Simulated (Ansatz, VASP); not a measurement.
## InAs in VASP and in Ansatz

```
CELL_PARAMETERS angstrom
0.00000 3.08164 3.08164
3.08164 0.00000 3.08164
3.08164 3.08164 0.00000
ATOMIC_POSITIONS crystal
In 0.00000 0.00000 0.00000
As 0.75000 0.75000 0.75000
```

Alike in both runs: task single point; functional PBE; k mesh 12 × 12 × 12; occupations gaussian, width 0.1 eV; no spin polarisation.

|  | VASP | Ansatz |
| --- | --- | --- |
| version | VASP 6.6.1 | Ansatz 0.2.0 |
| potentials or method | VASP PAW PBE potentials, release 64 (In_d, As) | scalar-relativistic, plane waves, PAW |
| plane-wave cutoff (eV) | 520 | 420 |
| valence electrons in the cell | 18 | 28 |

```tsv
	VASP	Ansatz	Ansatz less VASP
gap on the k mesh at the Fermi level (eV)	none	none	-
pressure (GPa)	0.6	0.6	-0.05
```

A gap of «none» marks a metal or a gap that the smearing closes. The two sets of potentials don't hold the same shells in valence.
